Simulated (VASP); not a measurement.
A run of VASP 6.6.1 is set up as follows.

INCAR

```
SYSTEM = Ta
PREC = Accurate
ENCUT = 520
EDIFF = 1E-7
ISMEAR = -1
SIGMA = 0.1
LREAL = .FALSE.
LASPH = .TRUE.
NELM = 60
ALGO = Normal
ISIF = 2
LWAVE = .FALSE.
LCHARG = .FALSE.
GGA = RE
NBANDS = 18
```

Contents of KPOINTS:

```
Automatic mesh
0
G
  14 14 7
  0 0 0
```

The input POSCAR:

```
Ta
1.0
    2.9877525764      0.0000000000      0.0000000000
   -1.4938762882      2.5874696314      0.0000000000
    0.0000000000      0.0000000000      5.3029117000
Ta
2
Direct
    0.3333333333      0.6666666667      0.2500000000
    0.6666666667      0.3333333333      0.7500000000
```

Potentials or basis: VASP PAW PBE potentials, release 64 (Ta_pv).

The run is started by

```console
$ cat potpaw_PBE.64/Ta_pv/POTCAR > POTCAR
$ mpirun -np 1 vasp_std > vasp.out
```

(1) Predict the pressure.

(2) Predict the band gap on the k mesh.

## Answers

(1) -12.0 GPa.

(2) none (metal or under the smearing width).

Caveat: the PAW data sets were made with another functional, which shifts forces and pressure a little.
